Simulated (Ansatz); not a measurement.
## PbTe (zincblende structure)

Level of theory: DFT, PBEsol, scalar-relativistic, no spin polarisation; plane waves to 420 eV with PAW datasets (Ansatz 0.2.0), Γ-centred 8×8×8 mesh, 0.05 eV Gaussian smearing. The datasets are Ansatz's generated set soft_2.

```cif
data_structure
_symmetry_space_group_name_H-M 'F-43m'
_symmetry_Int_Tables_number 216
_cell_length_a 7.2058
_cell_length_b 7.2058
_cell_length_c 7.2058
_cell_angle_alpha 90.000
_cell_angle_beta 90.000
_cell_angle_gamma 90.000
_cell_volume 374.15
loop_
_atom_site_label
_atom_site_type_symbol
_atom_site_symmetry_multiplicity
_atom_site_Wyckoff_symbol
_atom_site_fract_x
_atom_site_fract_y
_atom_site_fract_z
_atom_site_occupancy
Pb1 Pb 4 a 0.00000 0.00000 0.00000 1
Te1 Te 4 d 0.25000 0.25000 0.75000 1
```

The start was a prototype's sites filled with these elements. The Crystallography Open Database lists the compound in space group Fm-3m (rock salt), so this is a trial structure.

The cell above was scaled in volume, its shape and atoms being fixed by the lattice's symmetry. Energies are counted from the cell above.

The cell is relaxed to zero pressure at this level.

The elastic tensor shows that this structure is mechanically unstable.

```csv
V (Å³/atom),ΔE (meV/atom),P (GPa),gap on the mesh (eV)
44.90,?,?,?
45.83,1.6,0.58,0.39
46.77,0.0,0.00,0.45
47.70,1.6,-0.52,0.49
48.64,6.0,-0.99,0.54
```

Question: Fill in the withheld row.

Answer: ΔE (meV/atom): 6.8, P (GPa): 1.22, gap on the mesh (eV): 0.34.

Question: What do the points give for the equilibrium volume, the bulk modulus and its pressure derivative (third-order Birch–Murnaghan)?

Answer: V0 = 46.77 Å³/atom, B0 = 27 GPa, B0′ = 4.2.

B0·V0 = 27.4 GPa × 46.77 Å³ = 8.00 eV/atom sets the scale: near the minimum ΔE ≈ ½ B0 V0 x², with x = V/V0 − 1, and a pressure of 0.27 GPa squeezes the volume by about 1 %. At the ends of the curve: x = −4.0 % predicts 6.4 meV/atom and the run gives 6.8; x = +4.0 % predicts 6.4 meV/atom and the run gives 6.0. The lopsidedness is anharmonic: atoms resist being pushed together more than being pulled apart.

These numbers lack spin–orbit coupling.
